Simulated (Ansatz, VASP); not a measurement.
**Two plane-wave programs on HF**

```
H F
1.0
     0.00000    1.71968    1.71968
     1.71968    0.00000    1.71968
     1.71968    1.71968    0.00000
H F
1 1
Direct
  0.00000 0.00000 0.00000
  0.50000 0.50000 0.50000
```

Alike in both runs: task single point; functional r2SCAN; dispersion rVV10; k mesh 14 × 14 × 14; occupations fermi-dirac, width 0.03 eV; no spin polarisation.

|  | VASP | Ansatz |
| --- | --- | --- |
| version | VASP 6.6.1 | Ansatz 0.2.0 |
| potentials or method | VASP PAW PBE potentials, release 64 (H, F) | plane waves, PAW |
| plane-wave cutoff (eV) | 520 | 500 |
| valence electrons in the cell | 8 | 8 |

```tsv
	VASP	Ansatz	Ansatz less VASP
gap on the k mesh at the Fermi level (eV)	3.72	3.74	+0.018
pressure (GPa)	-0.7	0.0	+0.68
```

Caveats: the PAW data sets were made with another functional, which shifts forces and pressure a little (VASP). r2SCAN opens gaps a little over a GGA but as a rule still falls short of measured ones. A k mesh can miss the band edges.
